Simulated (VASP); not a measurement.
# NbP (I4_1md) in VASP: density of states with LDA

Aim: the density of states of NbP with LDA.

Program: VASP 6.6.1. These are calculated values, not measurements. Logs are shortened: lines on timing, memory, paths and dates and some standing lists are left out, and cuts for length are marked.

### 1 The structure

It takes space group I4_1md (No. 109, tetragonal). The conventional cell has a = 3.301 Å, b = 3.301 Å, c = 11.227 Å, α = 90.00°, β = 90.00°, γ = 90.00°. Nb (site symmetry 2mm) is surrounded by 6 P at 2.50 to 2.51 Å. Around P (site symmetry 2mm) lie 6 Nb at 2.50 to 2.51 Å.

The cell is a database's computed one.

### 2 Density of states, LDA

POSCAR

```
NbP                                     
1.0
   -1.6504991778      1.6504991778      5.6132907116
    1.6504991778     -1.6504991778      5.6132907116
    1.6504991778      1.6504991778     -5.6132907116
  Nb              P             
     2     2
Direct
     0.7501740383078458    0.7501740383078458    0.0000000000000000
     0.5001740383078458    0.0001740383078458    0.5000000000000000
     0.3324545316921514    0.3324545316921514    0.0000000000000000
     0.0824545416921522    0.5824545416921522    0.5000000000000000
```

INCAR.step1

```
PREC = Accurate
ENCUT = 350
EDIFF = 1E-7
ISMEAR = 0
SIGMA = 0.1
LREAL = False
LASPH = True
NELM = 80
ALGO = Normal
ISIF = 2
LWAVE = False
LCHARG = True
LMAXMIX = 4
```

KPOINTS.step1

```
regular mesh
0
Gamma
  10 10 10
```

INCAR.step2

```
PREC = Accurate
ENCUT = 350
EDIFF = 1E-7
ISMEAR = -5
SIGMA = 0.1
LREAL = False
LASPH = True
NELM = 80
ALGO = Normal
ISIF = 2
LWAVE = False
LCHARG = False
LMAXMIX = 4
LORBIT = 11
NEDOS = 2001
ICHARG = 11
```

KPOINTS.step2

```
regular mesh
0
Gamma
  15 15 15
```

Potentials or basis: VASP PAW LDA potentials, release 64 (Nb_sv, P).

Run with:

```console
$ cat potpaw_LDA.64/Nb_sv/POTCAR potpaw_LDA.64/P/POTCAR > POTCAR
$ cp INCAR.step1 INCAR
$ cp KPOINTS.step1 KPOINTS
$ mpirun -np 1 vasp_std > vasp.out
$ cp INCAR.step2 INCAR
$ cp KPOINTS.step2 KPOINTS
$ mpirun -np 1 vasp_std > vasp.out
```

OUTCAR:

```text
PREC = Accurate
   ENCUT = 350
   EDIFF = 1E-7
   ISMEAR = -5
   LREAL = False
   LASPH = True
   NELM = 80
   ISIF = 2
   LORBIT = 11
   ICHARG = 11

 ion  position               nearest neighbor table
   1  0.750  0.750  0.000-   4 2.50   4 2.50   3 2.51   3 2.51   3 2.51   3 2.51
   2  0.500  0.000  0.500-   3 2.50   3 2.50   4 2.51   4 2.51   4 2.51   4 2.51
   3  0.332  0.332  0.000-   2 2.50   2 2.50   1 2.51   1 2.51   1 2.51   1 2.51
   4  0.082  0.582  0.500-   1 2.50   1 2.50   2 2.51   2 2.51   2 2.51   2 2.51

  LATTYP: Found a body centered tetragonal cell.
 ALAT       =     3.3009983556
 C/A-ratio  =     3.4009654698

  Lattice vectors:

 A1 = (  -1.6504991778,   1.6504991778,   5.6132907116)
 A2 = (   1.6504991778,  -1.6504991778,   5.6132907116)
 A3 = (   1.6504991778,   1.6504991778,  -5.6132907116)

Analysis of symmetry for initial positions (statically):
=====================================================================
 Subroutine PRICEL returns:
 Original cell was already a primitive cell.

 Routine SETGRP: Setting up the symmetry group for a
 body centered tetragonal supercell.

 Subroutine GETGRP returns: Found  8 space group operations
 (whereof  4 operations were pure point group operations)
 out of a pool of 16 trial point group operations.

The static configuration has the point symmetry C_2v.
 The point group associated with its full space group is C_4v.

Analysis of symmetry for dynamics (positions and initial velocities):
=====================================================================
 Subroutine PRICEL returns:
 Original cell was already a primitive cell.

 Routine SETGRP: Setting up the symmetry group for a
 body centered tetragonal supercell.

 Subroutine GETGRP returns: Found  8 space group operations
 (whereof  4 operations were pure point group operations)
 out of a pool of 16 trial point group operations.

The dynamic configuration has the point symmetry C_2v.
 The point group associated with its full space group is C_4v.

 Subroutine INISYM returns: Found  8 space group operations
 (whereof  4 operations are pure point group operations),
 and found     1 'primitive' translations

----------------------------------------------------------------------------------------

                                     Primitive cell

  volume of cell :      61.1657

  direct lattice vectors                    reciprocal lattice vectors
    -1.650499178  1.650499178  5.613290712     0.000000000  0.302938654  0.089074311
     1.650499178 -1.650499178  5.613290712     0.302938654  0.000000000  0.089074311
     1.650499178  1.650499178 -5.613290712     0.302938654  0.302938654  0.000000000

  length of vectors
     6.079253876  6.079253876  6.079253876     0.315762666  0.315762666  0.428419954

  position of ions in fractional coordinates (direct lattice)
     0.750174038  0.750174038  0.000000000
     0.500174038  0.000174038  0.500000000
     0.332454532  0.332454532  0.000000000
     0.082454542  0.582454542  0.500000000

  ion indices of the primitive-cell ions
   primitive index   ion index
                 1           1
                 2           2
                 3           3
                 4           4

----------------------------------------------------------------------------------------

 KPOINTS: regular mesh

Automatic generation of k-mesh.
 Grid dimensions read from file:
 generate k-points for:   15   15   15

 Generating k-lattice:

  Cartesian coordinates                     Fractional coordinates (reciprocal lattice)
     0.000000000  0.020195910  0.005938287     0.066666667  0.000000000 -0.000000000
     0.020195910  0.000000000  0.005938287     0.000000000  0.066666667 -0.000000000
     0.020195910  0.020195910  0.000000000     0.000000000  0.000000000  0.066666667

  Length of vectors
     0.021050844  0.021050844  0.028561330

  Shift w.r.t. Gamma in fractional coordinates (k-lattice)
     0.000000000  0.000000000  0.000000000

 TETIRR: Found   4311 inequivalent tetrahedra from    20250

 Subroutine IBZKPT returns following result:
 ===========================================

 Found    288 irreducible k-points:

 Following reciprocal coordinates:
            Coordinates               Weight
  0.000000  0.000000  0.000000      1.000000
  0.066667 -0.000000  0.000000      8.000000
  0.133333  0.000000 -0.000000      8.000000
  0.200000 -0.000000  0.000000      8.000000
  0.266667  0.000000 -0.000000      8.000000
  0.333333 -0.000000  0.000000      8.000000
[... 16 lines left out ...]
  0.133333  0.133333 -0.000000      8.000000
  0.200000  0.133333 -0.000000     16.000000
 [... further k-points ...]
   k-points           NKPTS =    288   k-points in BZ     NKDIM =    288   number of bands    NBANDS=     22
   number of dos      NEDOS =   2001   number of ions     NIONS =      4
   total plane-waves  NPLWV =  64000
   dimension x,y,z NGX =    40 NGY =   40 NGZ =   40
   dimension x,y,z NGXF=    80 NGYF=   80 NGZF=   80
   ions per type =               2   2
   NGX,Y,Z   is equivalent  to a cutoff of  10.94, 10.94, 10.94 a.u.
   NGXF,Y,Z  is equivalent  to a cutoff of  21.88, 21.88, 21.88 a.u.
 SYSTEM =  unknown system
   PREC   = accura    normal or accurate (medium, high low for compatibility)
   ISTART =      0    job   : 0-new  1-cont  2-samecut
   ICHARG =     11    charge: 1-file 2-atom 10-const
   ISPIN  =      1    spin polarized calculation?
   LNONCOLLINEAR =      F non collinear calculations
   LSORBIT =      F    spin-orbit coupling
   LASPH  =      T    aspherical Exc in radial PAW
   ENCUT  =  350.0 eV  25.72 Ry    5.07 a.u.   9.27  9.27  9.27*2*pi/ulx,y,z
   NELM   =     80;   NELMIN=  2; NELMDL=  0     # of ELM steps
   EDIFF  = 0.1E-06   stopping-criterion for ELM
   LREAL  =      F    real-space projection
   EDIFFG = 0.1E-05   stopping-criterion for IOM
   NSW    =      0    number of steps for IOM
   IBRION =     -1    ionic relax: 0-MD 1-quasi-New 2-CG
   NFREE  =      0    steps in history (QN), initial steepest desc. (CG)
   ISIF   =      2    stress and relaxation
   ISYM   =      2    0-nonsym 1-usesym 2-fastsym
   POTIM  = 0.5000    time-step for ionic-motion
   TEBEG  =    0.0;   TEEND  =   0.0 temperature during run
   PSTRESS=    0.0 pullay stress
   NELECT =      36.0000    total number of electrons
   NUPDOWN=      -1.0000    fix difference up-down
   EMIN   =  10.00;   EMAX   =-10.00  energy-range for DOS
   EFERMI =   0.00;   METHOD = LEGACY
   ISMEAR =    -5;   SIGMA  =   0.10  broadening in eV -4-tet -1-fermi 0-gaus
   EFERMI_NEDOS =   21; number of points for ismear=-14 and -15
   IALGO  =     38    algorithm
   IMIX   =      4    mixing-type and parameters
     AMIX     =   0.40;   BMIX     =  1.00
     AMIX_MAG =   1.60;   BMIX_MAG =  1.00
  volume/ion in A,a.u.               =      15.29       103.19
  Fermi-wavevector in a.u.,A,eV,Ry     =   1.371954  2.592618 25.609679  1.882258
  Thomas-Fermi vector in A             =   2.497605
   LORBIT       =     11    0 simple, 1 ext, 2 COOP (PROOUT), +10 PAW based schemes
   GGA     = CA    functional components
   LHFCALC =     F    Hartree Fock is set to
   AEXX    =    0.0000 exact exchange contribution
   IVDW    =     0    specifies the selected vdW correction
   LEPSILON=     F    determine dielectric tensor
   LRPA    =     F    only Hartree local field effects (RPA)
 non-spin polarized calculation
 Fermi weights with tetrahedron method with Bloechl corrections
  energy-cutoff  :      350.00
  volume of cell :       61.17
 maximum number of plane-waves:       929
 NGX is ok and might be reduce to    40

 number of electron      36.0000004 magnetization

 Free energy of the ion-electron system (eV)
  ---------------------------------------------------
  ext. energy  EPLUGINS =         0.00000000
  ---------------------------------------------------
  free energy    TOTEN  =       -39.02986457 eV

  energy without entropy =      -39.02986457  energy(sigma->0) =      -39.02986457

 E-fermi :  11.1488     XC(G=0): -12.4031

 val. band max:       11.2572802710   @ k =  -0.4000   0.4000   0.4000
 cond. band min:      11.1152472465   @ k =  -0.0667  -0.4000   0.0667
 fundamental gap:     -0.1420330246
 Fermi energy:        11.1487790134

 k-point     1 :       0.0000    0.0000    0.0000
  band No.  band energies     occupation
      1     -43.3413      2.00000
      2     -43.2907      2.00000
      3     -19.8661      2.00000
      4     -19.6038      2.00000
      5     -19.6038      2.00000
      6     -19.4411      2.00000
[... 14 lines left out ...]
     21      13.9798      0.00000
     22      14.4516      0.00000

 k-point     2 :       0.0667   -0.0000    0.0000
  band No.  band energies     occupation
      1     -43.3399      2.00000
      2     -43.2902      2.00000
      3     -19.8608      2.00000
      4     -19.6188      2.00000
      5     -19.6027      2.00000
      6     -19.4560      2.00000
[... 14 lines left out ...]
     21      13.8704      0.00000
     22      14.3477      0.00000

 k-point     3 :       0.1333    0.0000   -0.0000
  band No.  band energies     occupation
      1     -43.3360      2.00000
      2     -43.2888      2.00000
      3     -19.8468      2.00000
      4     -19.6596      2.00000
      5     -19.5996      2.00000
      6     -19.4956      2.00000
[... 14 lines left out ...]
     21      13.4358      0.00000
     22      14.2231      0.00000

 k-point     4 :       0.2000   -0.0000    0.0000
  band No.  band energies     occupation
      1     -43.3300      2.00000
      2     -43.2868      2.00000
      3     -19.8303      2.00000
      4     -19.7141      2.00000
      5     -19.5949      2.00000
      6     -19.5500      2.00000
[... 14 lines left out ...]
     21      13.0142      0.00000
     22      13.9513      0.00000

 k-point     5 :       0.2667    0.0000   -0.0000
  band No.  band energies     occupation
      1     -43.3230      2.00000
      2     -43.2847      2.00000
      3     -19.8372      2.00000
      4     -19.7506      2.00000
      5     -19.6071      2.00000
      6     -19.5893      2.00000
[... 14 lines left out ...]
     21      12.8211      0.00000
     22      13.7374      0.00000

 k-point     6 :       0.3333   -0.0000    0.0000
  band No.  band energies     occupation
      1     -43.3159      2.00000
      2     -43.2830      2.00000
      3     -19.8849      2.00000
      4     -19.7519      2.00000
      5     -19.6489      2.00000
      6     -19.5840      2.00000
[... 14 lines left out ...]
     21      12.9517      0.00000
     22      13.7851      0.00000

 k-point     7 :       0.4000    0.0000   -0.0000
  band No.  band energies     occupation
      1     -43.3100      2.00000
      2     -43.2821      2.00000
      3     -19.9323      2.00000
      4     -19.7626      2.00000
      5     -19.6574      2.00000
      6     -19.5799      2.00000
[... 324 lines left out ...]
      6     -19.5494      2.00000
[... 14 lines left out ...]
     21      13.2040      0.00000
     22      14.2188      0.00000

 k-point    21 :      -0.1333    0.0667    0.0000
  band No.  band energies     occupation
      1     -43.3351      2.00000
      2     -43.2877      2.00000
      3     -19.8464      2.00000
      4     -19.6580      2.00000
      5     -19.6134      2.00000
      6     -19.4947      2.00000
[... 14 lines left out ...]
     21      13.6129      0.00000
     22      14.2335      0.00000

 k-point    22 :      -0.0667    0.0667    0.0000
  band No.  band energies     occupation
      1     -43.3388      2.00000
      2     -43.2894      2.00000
      3     -19.8582      2.00000
      4     -19.6194      2.00000
      5     -19.6153      2.00000
      6     -19.4570      2.00000
[... 14 lines left out ...]
     21      13.9586      0.00000
     22      14.1376      0.00000

 k-point    23 :       0.1333    0.1333   -0.0000
  band No.  band energies     occupation
      1     -43.3298      2.00000
      2     -43.2878      2.00000
      3     -19.8199      2.00000
      4     -19.6644      2.00000
      5     -19.6468      2.00000
      6     -19.4953      2.00000
[... 14 lines left out ...]
     21      13.7410      0.00000
     22      14.2404      0.00000

 k-point    24 :       0.2000    0.1333   -0.0000
  band No.  band energies     occupation
      1     -43.3235      2.00000
      2     -43.2861      2.00000
      3     -19.8034      2.00000
      4     -19.7119      2.00000
      5     -19.6476      2.00000
      6     -19.5419      2.00000
[... 14 lines left out ...]
     21      13.4927      0.00000
     22      14.4279      0.00000

 [... further k-points ...]

------------------------ aborting loop because EDIFF is reached ----------------------------------------

  FORCE on cell =-STRESS in cart. coord.  units (eV):
  Direction    XX          YY          ZZ          XY          YZ          ZX
  --------------------------------------------------------------------------------------
  -------------------------------------------------------------------------------------
  Total       -0.0386705     -0.0386705     -0.0013195      0.0000000      0.0000000      0.0000000
  in kB       -1.0129363     -1.0129363     -0.0345630      0.0000000      0.0000000      0.0000000
  external PRESSURE =      -0.6868119 kB  Pullay stress =       0.0000000 kB

 VOLUME and BASIS-vectors are now :
 -----------------------------------------------------------------------------
  energy-cutoff  :      350.00
  volume of cell :       61.17
      direct lattice vectors                 reciprocal lattice vectors
    -1.650499178  1.650499178  5.613290712     0.000000000  0.302938654  0.089074311
     1.650499178 -1.650499178  5.613290712     0.302938654  0.000000000  0.089074311
     1.650499178  1.650499178 -5.613290712     0.302938654  0.302938654  0.000000000

 POSITION                                       TOTAL-FORCE (eV/Angst)
 -----------------------------------------------------------------------------------
      0.00000      0.00000      8.42189         0.000000      0.000000      0.009859
      0.00000      1.65050      0.00195         0.000000      0.000000      0.009859
      0.00000      0.00000      3.73233        -0.000000     -0.000000     -0.009859
      1.65050      0.00000      0.92568        -0.000000     -0.000000     -0.009859
 -----------------------------------------------------------------------------------
    total drift:                                0.000000      0.000000     -0.002651

  FREE ENERGIE OF THE ION-ELECTRON SYSTEM (eV)
  ---------------------------------------------------
  free  energy   TOTEN  =       -39.0298645736 eV

  energy  without entropy=      -39.0298645736  energy(sigma->0) =      -39.02986457

 total charge

# of ion       s       p       d       tot
------------------------------------------
    1        2.162   6.040   2.558  10.760
    2        2.162   6.040   2.558  10.760
    3        1.027   1.559   0.000   2.586
    4        1.027   1.559   0.000   2.586
--------------------------------------------------
tot          6.378  15.198   5.115  26.692
```

Wall time 3.6 min (1 thread of Intel Xeon 6975P-C (Granite Rapids), shared host); peak memory 0.32 GiB.

Results:

| Item | Value |
| --- | --- |
| Valence electrons inside the program's atomic spheres | Nb 10.76; P 2.59 |

Levels at points of the mesh, in eV from the Fermi level:
```csv
k point,band 16,band 17,band 18,band 19,band 20,band 21
"(0.00, 0.00, 0.00)",-1.82,-1.39,-1.39,0.80,1.66,2.83
```

States per cell in windows of 1 eV (zero at the Fermi level; states under -8 eV left out):
```tsv
from (eV)	total	Nb1_d	Nb2_d	P3_p	P4_p	Nb1_p	Nb2_p
-8.0	0.00	0.00	0.00	0.00	0.00	0.00	0.00
-7.0	0.45	0.02	0.02	0.05	0.05	0.00	0.00
-6.0	2.64	0.23	0.23	0.30	0.30	0.03	0.03
-5.0	1.86	0.19	0.19	0.22	0.22	0.03	0.03
-4.0	2.87	0.37	0.37	0.34	0.34	0.04	0.04
-3.0	3.80	0.59	0.59	0.46	0.46	0.05	0.05
-2.0	2.05	0.47	0.47	0.10	0.10	0.02	0.02
-1.0	2.40	0.59	0.59	0.07	0.07	0.03	0.03
0.0	1.39	0.44	0.44	0.04	0.04	0.00	0.00
1.0	2.13	0.71	0.71	0.05	0.05	0.01	0.01
2.0	2.93	0.94	0.94	0.10	0.10	0.01	0.01
3.0	1.56	0.50	0.50	0.05	0.05	0.01	0.01
4.0	0.00	0.00	0.00	0.00	0.00	0.00	0.00
5.0	0.00	0.00	0.00	0.00	0.00	0.00	0.00
```

Caveat: the cutoff is under 1.25 times the usual one of these potentials, so pressure, stress and relaxed cells hold a basis-set (Pulay) error; tetrahedron occupations give inexact forces and stress in metals.
